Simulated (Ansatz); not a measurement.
Sb: strain energy, fitted

Sb, Pm-3m, a = 3.109 Å. This isn't the element's structure at ambient conditions. Ansatz: PBE, PAW, 420 eV, Γ-centred 14×10×10 mesh on 2 atoms, Gaussian smearing 0.10 eV; no spin polarisation. Series: uniaxial strain along a, with b, c and atoms relaxed; x is the strain in per cent. The axes a, b, c are those of the computed cell (3.110, 4.396, 4.395 Å), along [1 0 0], [0 1 1], [0 -1 1] of the cell named above. y is the free energy over the unstrained cell, V0 = 30.052 Å³/atom.

| x (%) | y (meV/atom) |
| --- | --- |
| -6.0 | 59.66 |
| -4.0 | 24.71 |
| -2.0 | 6.09 |
| 0.0 | 0.00 |
| 2.0 | ? |
| 4.0 | 19.03 |
| 6.0 | 40.13 |

Fit y = c2 x² + c3 x³ to the other rows, turn c2 into a modulus, and predict the missing energy.

Least squares on the rows shown. y = 1.3831 x² − 0.045157 x³. In eV per unit strain² c2 is 13.83; this is Young's modulus along the axis (E = ½ Y V0 ε²): 2 × 13.83 × 160.2 / (30.052) = 147 GPa. At x = 2.0 the fit asked for gives 5.17 meV/atom. The run gave 5.12 meV/atom, so the fit is 0.05 meV/atom too high, within the rms miss on the fitted rows (0.20 meV/atom).